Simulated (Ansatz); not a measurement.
## Guessed and relaxed cells of TaSi2

The cell of TaSi2 is invented: random cell by space group and Wyckoff sites (F-43m, No. 216). Lengths were set from tabulated atomic sizes, so they are only a guess.

start.cif

```cif
data_structure
_symmetry_space_group_name_H-M 'F-43m'
_symmetry_Int_Tables_number 216
_cell_length_a 5.8099
_cell_length_b 5.8099
_cell_length_c 5.8099
_cell_angle_alpha 90.000
_cell_angle_beta 90.000
_cell_angle_gamma 90.000
_cell_volume 196.11
loop_
_atom_site_label
_atom_site_type_symbol
_atom_site_symmetry_multiplicity
_atom_site_Wyckoff_symbol
_atom_site_fract_x
_atom_site_fract_y
_atom_site_fract_z
_atom_site_occupancy
Ta1 Ta 4 d 0.25000 0.25000 0.75000 1
Si1 Si 4 c 0.25000 0.25000 0.25000 1
Si2 Si 4 b 0.50000 0.00000 0.00000 1
```

The calculation used DFT PBE, scalar-relativistic, plane waves, PAW (Ansatz 0.2.0). Cutoff 420 eV, Gaussian smearing, Γ-centred meshes. Cell and atoms relax first on a coarse mesh and then on a finer one. In between, the cell is made exact in the group found at 0.06 Å. In metals the finer mesh still leaves noise of several meV/atom or more. The steps can't lower the symmetry of their start. No spin polarisation.

end.cif

```cif
data_structure
_symmetry_space_group_name_H-M 'F-43m'
_symmetry_Int_Tables_number 216
_cell_length_a 5.9150
_cell_length_b 5.9150
_cell_length_c 5.9150
_cell_angle_alpha 90.000
_cell_angle_beta 90.000
_cell_angle_gamma 90.000
_cell_volume 206.95
loop_
_atom_site_label
_atom_site_type_symbol
_atom_site_symmetry_multiplicity
_atom_site_Wyckoff_symbol
_atom_site_fract_x
_atom_site_fract_y
_atom_site_fract_z
_atom_site_occupancy
Ta1 Ta 4 d 0.25000 0.25000 0.75000 1
Si1 Si 4 c 0.25000 0.25000 0.25000 1
Si2 Si 4 b 0.50000 0.00000 0.00000 1
```

The symmetry stays F-43m (No. 216). The volume per atom grows by 5.5 %, from 16.3 to 17.2 Å³. The shortest distance goes from 2.52 Å (Ta–Si and Si–Si) to 2.56 Å (Ta–Si and Si–Si).

For TaSi2, the volume per atom is 17.25 Å³ and the density is 7.61 g/cm³. The formation energy is +0.46 eV/atom and the gap on the 14×14×14 mesh of the 3-atom cell is 0 eV (a metal).

Formation energies are uncorrected and refer to the elements' standard structures at the same level. It can't be a ground state, since the elements alone are lower.

The last run used Gaussian smearing of 0.10 eV. These runs have no spin–orbit coupling, which can matter for Ta. The cell is a metal run without spin; a magnetic state may lie lower. Symmetry constrained the relaxation, so the result can be a saddle point. In all, the 3 runs took 15 s on 1 thread of Intel(R) Xeon(R) 6975P-C (Granite Rapids), on a shared host. Another cell of TaSi2 relaxed alike, in P6_422 (a cell as deposited in COD), lies 0.94 eV/atom lower, so this cell isn't the stable form at this level.
